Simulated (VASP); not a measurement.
# KCl (Pm-3m) in VASP: settings compared

Aim: see how the results for KCl move with the level of theory and the settings. Levels: PBE+D3(BJ), LDA, HSE06. Tasks: optical spectrum, G0W0 quasiparticle levels, band structure.

Everything below comes from runs of VASP 6.6.1. Logs are shortened: lines on timing, memory, paths and dates and some standing lists are left out, and cuts for length are marked.

**1. The structure**

Symmetry: Pm-3m, No. 221, cubic system. Conventional cell: a = 3.839 Å, b = 3.839 Å, c = 3.839 Å, α = 90.00°, β = 90.00°, γ = 90.00°. K (site symmetry m-3m) has 8 Cl at 3.32 Å as nearest neighbours. Cl (site symmetry m-3m) is surrounded by 8 K at 3.32 Å.

Measurements of this composition are mostly on another form, of space group No. 225.

**2. Optical spectrum, PBE+D3(BJ) (cell strained at random at fixed volume)**

Contents of INCAR:

```
SYSTEM = KCl
PREC = Accurate
ENCUT = 900
EDIFF = 1E-7
ISMEAR = -1
SIGMA = 0.05
LREAL = .FALSE.
LASPH = .TRUE.
NELM = 80
ALGO = Normal
ISIF = 2
LWAVE = .FALSE.
LCHARG = .FALSE.
GGA = PE
IVDW = 12
LOPTICS = .TRUE.
NBANDS = 32
NEDOS = 2000
CSHIFT = 0.05
```

Contents of KPOINTS:

```
Automatic mesh
0
G
  7 7 7
  0 0 0
```

Contents of POSCAR:

```
KCl
1.0
    3.8947680000      0.0473200000     -0.0203170000
    0.0473200000      3.8132020000     -0.0291810000
   -0.0203170000     -0.0291810000      3.8111140000
K Cl
1 1
Direct
    0.0000000000      0.0000000000      0.0000000000
    0.5000000000      0.5000000000      0.5000000000
```

Potentials or basis: VASP PAW PBE potentials, release 64 (K_sv, Cl_h).

Run with:

```console
cat potpaw_PBE.64/K_sv/POTCAR potpaw_PBE.64/Cl_h/POTCAR > POTCAR
mpirun -np 1 vasp_std > vasp.out
```

OUTCAR:

```text
SYSTEM = KCl
   PREC = Accurate
   ENCUT = 900
   EDIFF = 1E-7
   ISMEAR = -1
   LREAL = .FALSE.
   LASPH = .TRUE.
   NELM = 80
   ISIF = 2
   GGA = PE
   IVDW = 12
 IVDW          = 12

 ion  position               nearest neighbor table
   1  0.000  0.000  0.000-
   2  0.500  0.500  0.500-

  LATTYP: Found a triclinic cell.
 ALAT       =     3.8136072433
 B/A-ratio  =     1.4117220711
 C/A-ratio  =     0.9993897182
 COS(alpha) =     0.0031924238
 COS(beta)  =     0.0153732921
 COS(gamma) =     0.6905609144

  Lattice vectors:

 A1 = (  -0.0473200000,  -3.8132020000,   0.0291810000)
 A2 = (   3.8474480000,  -3.7658820000,   0.0088640000)
 A3 = (  -0.0203170000,  -0.0291810000,   3.8111140000)

Analysis of symmetry for initial positions (statically):
=====================================================================
 Subroutine PRICEL returns:
 Original cell was already a primitive cell.

 Routine SETGRP: Setting up the symmetry group for a
 triclinic supercell.

 Subroutine GETGRP returns: Found  2 space group operations
 (whereof  2 operations were pure point group operations)
 out of a pool of  2 trial point group operations.

The static configuration has the point symmetry S_2 .

Analysis of symmetry for dynamics (positions and initial velocities):
=====================================================================
 Subroutine PRICEL returns:
 Original cell was already a primitive cell.

 Routine SETGRP: Setting up the symmetry group for a
 triclinic supercell.

 Subroutine GETGRP returns: Found  2 space group operations
 (whereof  2 operations were pure point group operations)
 out of a pool of  2 trial point group operations.

The dynamic configuration has the point symmetry S_2 .

 Subroutine INISYM returns: Found  2 space group operations
 (whereof  2 operations are pure point group operations),
 and found     1 'primitive' translations

----------------------------------------------------------------------------------------

                                     Primitive cell

  volume of cell :      56.5875

  direct lattice vectors                    reciprocal lattice vectors
     3.894768000  0.047320000 -0.020317000     0.256800310 -0.003176478  0.001344677
     0.047320000  3.813202000 -0.029181000    -0.003176478  0.262301453  0.001991460
    -0.020317000 -0.029181000  3.811114000     0.001344677  0.001991460  0.262412888

  length of vectors
     3.895108437  3.813607243  3.811279868     0.256823475  0.262328245  0.262423890

  position of ions in fractional coordinates (direct lattice)
     0.000000000  0.000000000  0.000000000
     0.500000000  0.500000000  0.500000000

  ion indices of the primitive-cell ions
   primitive index   ion index
                 1           1
                 2           2

----------------------------------------------------------------------------------------

 KPOINTS: Automatic mesh

Automatic generation of k-mesh.
 Grid dimensions read from file:
 generate k-points for:    7    7    7

 Generating k-lattice:

  Cartesian coordinates                     Fractional coordinates (reciprocal lattice)
     0.036685759 -0.000453783  0.000192097     0.142857143 -0.000000000  0.000000000
    -0.000453783  0.037471636  0.000284494    -0.000000000  0.142857143  0.000000000
     0.000192097  0.000284494  0.037487555     0.000000000  0.000000000  0.142857143

  Length of vectors
     0.036689068  0.037475464  0.037489127

  Shift w.r.t. Gamma in fractional coordinates (k-lattice)
     0.000000000  0.000000000  0.000000000

 Subroutine IBZKPT returns following result:
 ===========================================

 Found    172 irreducible k-points:

 Following reciprocal coordinates:
            Coordinates               Weight
  0.000000  0.000000  0.000000      1.000000
  0.142857  0.000000 -0.000000      2.000000
  0.285714  0.000000 -0.000000      2.000000
  0.428571 -0.000000 -0.000000      2.000000
  0.000000  0.142857  0.000000      2.000000
  0.142857  0.142857 -0.000000      2.000000
[... 16 lines left out ...]
 -0.428571  0.428571  0.000000      2.000000
 -0.285714  0.428571  0.000000      2.000000
 [... further k-points ...]
   k-points           NKPTS =    172   k-points in BZ     NKDIM =    172   number of bands    NBANDS=     32
   number of dos      NEDOS =   2000   number of ions     NIONS =      2
   total plane-waves  NPLWV =  64000
   dimension x,y,z NGX =    40 NGY =   40 NGZ =   40
   dimension x,y,z NGXF=    80 NGYF=   80 NGZF=   80
   ions per type =               1   1
   NGX,Y,Z   is equivalent  to a cutoff of  17.07, 17.44, 17.45 a.u.
   NGXF,Y,Z  is equivalent  to a cutoff of  34.14, 34.87, 34.90 a.u.
 SYSTEM =  KCl
   PREC   = accura    normal or accurate (medium, high low for compatibility)
   ISTART =      0    job   : 0-new  1-cont  2-samecut
   ICHARG =      2    charge: 1-file 2-atom 10-const
   ISPIN  =      1    spin polarized calculation?
   LNONCOLLINEAR =      F non collinear calculations
   LSORBIT =      F    spin-orbit coupling
   LASPH  =      T    aspherical Exc in radial PAW
   ENCUT  =  900.0 eV  66.15 Ry    8.13 a.u.   9.53  9.33  9.32*2*pi/ulx,y,z
   NELM   =     80;   NELMIN=  2; NELMDL= -5     # of ELM steps
   EDIFF  = 0.1E-06   stopping-criterion for ELM
   LREAL  =      F    real-space projection
   EDIFFG = 0.1E-05   stopping-criterion for IOM
   NSW    =      0    number of steps for IOM
   IBRION =     -1    ionic relax: 0-MD 1-quasi-New 2-CG
   NFREE  =      0    steps in history (QN), initial steepest desc. (CG)
   ISIF   =      2    stress and relaxation
   ISYM   =      2    0-nonsym 1-usesym 2-fastsym
   POTIM  = 0.5000    time-step for ionic-motion
   TEBEG  =    0.0;   TEEND  =   0.0 temperature during run
   PSTRESS=    0.0 pullay stress
   NELECT =      16.0000    total number of electrons
   NUPDOWN=      -1.0000    fix difference up-down
   EMIN   =  10.00;   EMAX   =-10.00  energy-range for DOS
   EFERMI =   0.00;   METHOD = LEGACY
   ISMEAR =    -1;   SIGMA  =   0.05  broadening in eV -4-tet -1-fermi 0-gaus
   EFERMI_NEDOS =   21; number of points for ismear=-14 and -15
   IALGO  =     38    algorithm
   IMIX   =      4    mixing-type and parameters
     AMIX     =   0.40;   BMIX     =  1.00
     AMIX_MAG =   1.60;   BMIX_MAG =  1.00
  volume/ion in A,a.u.               =      28.29       190.94
  Fermi-wavevector in a.u.,A,eV,Ry     =   1.074504  2.030518 15.708717  1.154558
  Thomas-Fermi vector in A             =   2.210334
   LORBIT       =      0    0 simple, 1 ext, 2 COOP (PROOUT), +10 PAW based schemes
   GGA     = PE    functional components
   LHFCALC =     F    Hartree Fock is set to
   AEXX    =    0.0000 exact exchange contribution
   IVDW    =    12    specifies the selected vdW correction
   LEPSILON=     F    determine dielectric tensor
   LRPA    =     F    only Hartree local field effects (RPA)
 non-spin polarized calculation
  energy-cutoff  :      900.00
  volume of cell :       56.59
 maximum number of plane-waves:      3493
 NGX is ok and might be reduce to    40
   NGX = 19   NGY = 19   NGZ = 19

 number of electron      16.0000000 magnetization

 Free energy of the ion-electron system (eV)
  ---------------------------------------------------
  ext. energy  EPLUGINS =         0.00000000
  ---------------------------------------------------
  free energy    TOTEN  =        -6.65385894 eV

  energy without entropy =       -6.65385894  energy(sigma->0) =       -6.65385894

 E-fermi :   0.4823     XC(G=0):  -8.0937

 val. band max:       -0.5816644935   @ k =   0.4286   0.4286   0.0000
 cond. band min:       4.1959961690   @ k =   0.0000   0.0000   0.0000
 fundamental gap:      4.7776606625
 Fermi energy:         0.4822943695

 k-point     1 :       0.0000    0.0000    0.0000
  band No.  band energies     occupation
      1     -28.6589      2.00000
      2     -13.1621      2.00000
      3     -12.0512      2.00000
      4     -12.0434      2.00000
      5     -12.0429      2.00000
      6      -0.8732      2.00000
[... 12 lines left out ...]
     19      15.6335      0.00000
     20      16.2232      0.00000
[... 507 lines left out ...]
 k-point    24 :      -0.2857    0.4286    0.0000
  band No.  band energies     occupation
      1     -28.6304      2.00000
      2     -13.1290      2.00000
      3     -12.1846      2.00000
      4     -12.0444      2.00000
      5     -12.0003      2.00000
      6      -1.9861      2.00000
[... 12 lines left out ...]
     19      15.9394      0.00000
     20      16.0191      0.00000

 [... further k-points ...]

 [bands above 20 left out]

------------------------ aborting loop because EDIFF is reached ----------------------------------------

 Edisp (eV)   -0.43707

 E8    (eV) :    -0.1996

  FORCE on cell =-STRESS in cart. coord.  units (eV):
  Direction    XX          YY          ZZ          XY          YZ          ZX
  --------------------------------------------------------------------------------------
  -------------------------------------------------------------------------------------
  Total      -0.63262    -0.31526    -0.30649    -0.03539     0.01745     0.00934
  in kB     -17.91167    -8.92615    -8.67769    -1.00203     0.49410     0.26456
  external pressure =      -11.84 kB  Pullay stress =        0.00 kB

 VOLUME and BASIS-vectors are now :
 -----------------------------------------------------------------------------
  energy-cutoff  :      900.00
  volume of cell :       56.59
      direct lattice vectors                 reciprocal lattice vectors
     3.894768000  0.047320000 -0.020317000     0.256800310 -0.003176478  0.001344677
     0.047320000  3.813202000 -0.029181000    -0.003176478  0.262301453  0.001991460
    -0.020317000 -0.029181000  3.811114000     0.001344677  0.001991460  0.262412888

 POSITION                                       TOTAL-FORCE (eV/Angst)
 -----------------------------------------------------------------------------------
      0.00000      0.00000      0.00000        -0.000000      0.000000      0.000000
      1.96089      1.91567      1.88081         0.000000     -0.000000     -0.000000
 -----------------------------------------------------------------------------------
    total drift:                                0.000000      0.000000     -0.000000

  FREE ENERGIE OF THE ION-ELECTRON SYSTEM (eV)
  ---------------------------------------------------
  free  energy   TOTEN  =        -7.0909255931 eV

  energy  without entropy=       -7.0909255931  energy(sigma->0) =       -7.09092559

 electrical conductivity sigma (Mega S m-1) (frequency dependency in vasprun.xml)
  --------------------------------------------------------------------------------------
       0.000      -0.000       0.000
      -0.000       0.000      -0.000
       0.000      -0.000       0.000

  frequency dependent IMAGINARY DIELECTRIC FUNCTION (independent particle, no local field effects) density-density
     E(ev)      X         Y         Z        XY        YZ        ZX
  --------------------------------------------------------------------------------------------------------------
     0.00000     0.00000     0.00000     0.00000     0.00000     0.00000     0.00000
     0.69629     0.00147     0.00143     0.00143     0.00002     0.00001     0.00001
     1.39258     0.00309     0.00301     0.00301     0.00002    -0.00000     0.00000
     2.08887     0.00504     0.00492     0.00492     0.00003    -0.00001    -0.00000
     2.78517     0.00768     0.00749     0.00749     0.00005    -0.00002    -0.00001
     3.48146     0.01172     0.01147     0.01146     0.00009    -0.00005    -0.00003
[... 92 lines left out ...]
    68.23656     0.00011     0.00011     0.00011     0.00000    -0.00000    -0.00000
    68.93285     0.00011     0.00011     0.00011     0.00000    -0.00000    -0.00000

  frequency dependent      REAL DIELECTRIC FUNCTION (independent particle, no local field effects) density-density
     E(ev)        X           Y           Z          XY          YZ          ZX
  --------------------------------------------------------------------------------------------------------------
     0.00000     2.81556     2.79576     2.79546    -0.00177     0.00123     0.00108
     0.69629     2.82571     2.80566     2.80535    -0.00189     0.00103     0.00083
     1.39258     2.85715     2.83633     2.83601    -0.00178     0.00096     0.00079
     2.08887     2.91320     2.89100     2.89065    -0.00156     0.00082     0.00070
     2.78517     3.00067     2.97632     2.97594    -0.00113     0.00055     0.00053
     3.48146     3.13328     3.10587     3.10544    -0.00027     0.00000     0.00018
[... 92 lines left out ...]
    68.23656     0.92908     0.92910     0.92910    -0.00001     0.00001     0.00000
    68.93285     0.93064     0.93066     0.93066    -0.00001     0.00001     0.00000

  frequency dependent IMAGINARY DIELECTRIC FUNCTION (independent particle, no local field effects) current-current
     E(ev)      X         Y         Z        XY        YZ        ZX
  --------------------------------------------------------------------------------------------------------------
     0.00000     5.21749     5.16055     5.15968    -0.00530     0.00327     0.00275
     0.69629     0.26380     0.26088     0.26083    -0.00026     0.00016     0.00013
     1.39258     0.13651     0.13494     0.13492    -0.00011     0.00007     0.00006
     2.08887     0.09669     0.09550     0.09548    -0.00005     0.00003     0.00003
     2.78517     0.07956     0.07850     0.07848     0.00000    -0.00000     0.00001
     3.48146     0.07305     0.07201     0.07199     0.00008    -0.00005    -0.00003
[... 92 lines left out ...]
    68.23656     0.00001     0.00001     0.00001    -0.00000    -0.00000    -0.00000
    68.93285     0.00001     0.00001     0.00001    -0.00000    -0.00000    -0.00000

  frequency dependent      REAL DIELECTRIC FUNCTION (independent particle, no local field effects) current-current
     E(ev)        X           Y           Z          XY          YZ          ZX
  --------------------------------------------------------------------------------------------------------------
     0.00000     2.81621     2.79639     2.79609    -0.00193     0.00104     0.00084
     0.69629     2.82635     2.80628     2.80597    -0.00189     0.00102     0.00083
     1.39258     2.85782     2.83698     2.83666    -0.00178     0.00095     0.00078
     2.08887     2.91391     2.89169     2.89135    -0.00156     0.00081     0.00070
     2.78517     3.00147     2.97711     2.97673    -0.00113     0.00055     0.00053
     3.48146     3.13424     3.10682     3.10638    -0.00026    -0.00000     0.00018
[... 92 lines left out ...]
    68.23656     0.92907     0.92910     0.92910    -0.00001     0.00001     0.00000
    68.93285     0.93064     0.93066     0.93066    -0.00001     0.00001     0.00000
```

Wall time 11 min (1 thread of Intel Xeon Platinum 8175M at 2.50GHz (Skylake/Cascade Lake), shared host); peak memory 1 GiB.

Results:

```
Free energy                : -7.0909 eV
Pressure                   : -1.2 GPa
Band gap on the k mesh     : 4.78 eV, indirect (least direct gap 4.94 eV)
Dispersion energy per atom : -0.219 eV
```

Stress tensor (GPa, compression positive):
```
-1.79 -0.10  0.03
-0.10 -0.89  0.05
 0.03  0.05 -0.87
```

Levels at points of the mesh, in eV from the valence-band top:
```csv
k point,band 5,band 6,band 7,band 8,band 9,band 10,band 11,band 12
"(0.00, 0.00, 0.00)",-11.46,-0.29,-0.19,-0.17,4.78,6.51,6.59,10.51
```

Dielectric function (mean over the directions given):
```
energy (eV)  real part  imaginary part
       0.28       2.80            0.00
       1.25       2.84            0.00
       2.30       2.92            0.01
       3.34       3.08            0.01
       4.39       3.41            0.02
       5.43       4.04            0.64
       6.48       4.71            1.28
       7.52       5.67            4.54
       8.56       0.76            2.83
       9.61       1.73            2.88
      10.58      -1.29            2.48
      11.63       0.54            0.89
      12.67       1.55            0.79
      13.72       0.57            2.69
      14.76       0.44            0.95
      15.81       0.91            0.53
      16.85       1.11            0.84
      17.89       1.60            0.83
      18.94       1.37            1.59
      19.98       1.13            1.34
```

Caveat: spectra need much finer meshes, so this one isn't converged; independent-particle spectra lack excitons; an odd mesh through Γ misses points on the zone boundary, where band edges often lie.

(Continued in part 2 of 2.)
